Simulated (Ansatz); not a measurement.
# Rh: stress in a strained cell

Rh is deformed so: equal xx and yy strain of +1 %. What stress and forces result, by LAPW, PAW and all-electron datasets made for the crystal?

Computed with Ansatz 0.2.0 (DFT PBE, scalar-relativistic, unless a step's input says otherwise).

## (1) The starting structure

The structure is cubic, space group Fm-3m (No. 225). The conventional cell has a = 3.803 Å, b = 3.803 Å, c = 3.803 Å, α = 90.00°, β = 90.00°, γ = 90.00°. Rh (site symmetry m-3m) is surrounded by 12 Rh at 2.69 Å.

Coordinates:

```xyz
1
Lattice="0.0000 1.9015 1.9016 1.9015 0.0000 1.9016 1.9015 1.9015 0.0000" Properties=species:S:1:pos:R:3 pbc="T T T"
Rh    0.0000    0.0000    0.0000
```

## (2) After the deformation

Space group Fm-3m before, I4/mmm after.

## (3) All-electron LAPW

The input, input.yaml:

```yaml
crystal:
  lattice:
    - [0.0, 1.9205655, 1.90155]
    - [1.9205655, 0.0, 1.90155]
    - [1.9205655, 1.9205655, 0.0]
  atoms:
    - { symbol: Rh, position: [0.0, 0.0, 0.0] }
kpoints:
  mp_grid: { grid: [16, 16, 16] }
  band_path:
    path:
      - [0.0, 0.0, 0.0]
      - [0.0, 0.5, 0.5]
      - [0.25, 0.75, 0.5]
      - [0.0, 0.5, 0.0]
      - [0.0, 0.0, 0.0]
      - [0.5, 0.5, 0.0]
      - [0.3775125, 0.6224875, 0.0]
      - [-0.3775125, 0.3775125, 0.0]
      - [0.0, 0.0, 0.0]
    npoints: 5
scf:
  occupations: { method: fermi_dirac, width: 0.08 }
hamiltonian:
  xc: pbe
  pseudopotentials: { kind: all_electron, lapw: { basis_error: 0.001 } }
output:
  forces: true
  stress: true
  eigenvalues: true
```

Command:

```bash
$ ansatz run input.yaml --threads 1 --pin off --max-ram 3072MiB --backend cpu --events-out ev --progress --plain --runs-dir out
```

## (4) PAW with frozen cores

The input, input.yaml:

```yaml
crystal:
  lattice:
    - [0.0, 1.9205655, 1.90155]
    - [1.9205655, 0.0, 1.90155]
    - [1.9205655, 1.9205655, 0.0]
  atoms:
    - { symbol: Rh, position: [0.0, 0.0, 0.0] }
kpoints:
  mp_grid: { grid: [16, 16, 16] }
scf:
  occupations: { method: fermi_dirac, width: 0.08 }
hamiltonian:
  xc: pbe
  pseudopotentials: { kind: paw }
output:
  forces: true
  stress: true
  eigenvalues: true
  efg: { contact_densities: true }
```

## (5) All-electron PAW on datasets made for the crystal

input.yaml: that of step 4 with these lines changed.

```diff
@@ -13,3 +13,3 @@
   xc: pbe
-  pseudopotentials: { kind: paw }
+  pseudopotentials: { kind: all_electron, datasets: crystal }
 output:
```

(Steps that only read results are left out.)

Q: Predict the outcome of this session. Wanted: pressure; largest shear or deviatoric stress.

As calculated:

| quantity | value |
| --- | --- |
| pressure | LAPW 0.58, PAW 0.61, crystal datasets 0.58 GPa |
| largest shear or deviatoric stress (LAPW) | 1.50 GPa |

In words: The largest part of the stress beyond the pressure is 1.50 GPa in size, in the zz component. No run of the undeformed cell stands beside it, so the pressure holds what the given cell had before the change. PAW: stress within 0.04 GPa of LAPW. Crystal datasets: stress within 0.01 GPa of LAPW.
